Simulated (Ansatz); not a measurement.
A relaxed cell of GaN is given with its symmetry left out. The cell was found from a structure generator's guess, not taken from experiment.

Method: DFT PBE, scalar-relativistic, plane waves, PAW (Ansatz). Cutoff 420 eV, Γ-centred mesh, Gaussian smearing, no spin polarisation.

```
CELL_PARAMETERS angstrom
5.57148 0.00000 0.00000
0.00000 5.57148 0.00000
0.00000 0.00000 5.57148
ATOMIC_POSITIONS crystal
Ga 0.50000 0.00000 0.75000
Ga 0.75000 0.50000 0.00000
Ga 0.00000 0.75000 0.50000
Ga 0.50000 0.00000 0.25000
Ga 0.25000 0.50000 0.00000
Ga 0.00000 0.25000 0.50000
N 0.00000 0.50000 0.75000
N 0.75000 0.00000 0.50000
N 0.50000 0.75000 0.00000
N 0.00000 0.50000 0.25000
N 0.25000 0.00000 0.50000
N 0.50000 0.25000 0.00000
```

Energies over the elements count from the elements' standard structures at the same level (N₂ as a molecule), with no fitted energy shifts.

Q: Find its symmetry and describe it.

A: Pm-3n (No. 223). Conventional cell: a = 5.571 Å. Ga is surrounded by 4 N at 1.97 Å; around N lie 4 Ga at 1.97 Å.

Q: How far does it lie from the elements in energy?

A: −0.312 eV/atom. It lies below the elements, which doesn't yet make it stable against other compounds or structures.

Q: Is it a metal?

A: No, the gap on the 6×6×6 mesh is 1.50 eV.

Q: From what recipe could a structure generator have reached it?

A: One such recipe: 4-connected net, two elements alternating (Pm-3n, No. 223). Other recipes can lead to the same cell.

The last run used a 6×6×6 mesh for its 12-atom cell and Gaussian smearing of 0.02 eV. Kohn–Sham gaps at this level usually fall short of measured ones. Symmetry constrained the relaxation, so the result can be a saddle point.
